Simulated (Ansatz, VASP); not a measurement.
## KCl in VASP and in Ansatz

POSCAR

```
KCl
1.0
    3.7708085932      0.0000000000      0.0000000000
    0.0000000000      3.7708085932      0.0000000000
    0.0000000000      0.0000000000      3.7708085932
K Cl
1 1
Direct
    0.0000000000      0.0000000000      0.0000000000
    0.5000000000      0.5000000000      0.5000000000
```

File INCAR.step1:

```
ALGO = Normal ; EDIFF = 1E-4
ENCUT = 520 ; GGA = PE
ISMEAR = 0 ; LASPH = T
LCHARG = F ; LREAL = F
LWAVE = T ; NBANDS = 15
NELM = 80 ; PREC = Accurate
SIGMA = 0.01
```

File INCAR.step2:

```
ALGO = Normal ; EDIFF = 1E-7
ENCUT = 520 ; ISIF = 2
ISMEAR = 0 ; ISTART = 1
IVDW = 12 ; LASPH = T
LCHARG = T ; LELF = T
LMIXTAU = T ; LREAL = F
LVHAR = T ; LWAVE = F
METAGGA = R2SCAN ; NBANDS = 15
NELM = 80 ; PREC = Accurate
SIGMA = 0.01 ; VDW_A1 = 0.49484001
VDW_A2 = 5.73083694 ; VDW_S6 = 1.0
VDW_S8 = 0.78981345
```

KPOINTS

```
k-points
0
Gamma
  6 6 6
```

Input for Ansatz:

```yaml
crystal:
  lattice:
    - [3.7708085932, 0.0, 0.0]
    - [0.0, 3.7708085932, 0.0]
    - [0.0, 0.0, 3.7708085932]
  atoms:
    - { symbol: K, position: [0.0, 0.0, 0.0] }
    - { symbol: Cl, position: [0.5, 0.5, 0.5] }
kpoints:
  mp_grid: { grid: [6, 6, 6] }
hamiltonian:
  xc: r2scan
  dispersion: d3bj
scf:
  occupations: { method: fixed }
  n_extra_bands: 4
output:
  forces: true
  stress: true
  eigenvalues: true
```

Alike in both runs: task single point; functional r2SCAN; dispersion D3(BJ); k mesh 6 × 6 × 6; no spin polarisation.

```csv
,VASP,Ansatz
version,VASP 6.6.1,Ansatz 0.2.0
potentials or method,"VASP PAW PBE potentials, release 64 (K_sv, Cl)",plane waves
plane-wave cutoff (eV),520,500
occupations,"gaussian, width 0.01 eV",fixed
valence electrons in the cell,16,16
```

Ansatz gave:

| Item | Value |
| --- | --- |
| gap on the k mesh at the Fermi level (eV) | 5.80 |
| pressure (GPa) | -0.7 |
| dispersion energy (meV/atom) | -107.5 |

**Question.** Which values does VASP return?

**Answer.** gap on the k mesh at the Fermi level (eV): 5.81; pressure (GPa): -0.7; dispersion energy (meV/atom): -107.5.

Ansatz warned: «dispersion_damping_borrowed».

Caveats: the PAW data sets were made with another functional, which shifts forces and pressure a little (VASP). r2SCAN opens gaps a little over a GGA but as a rule still falls short of measured ones. A k mesh can miss the band edges.
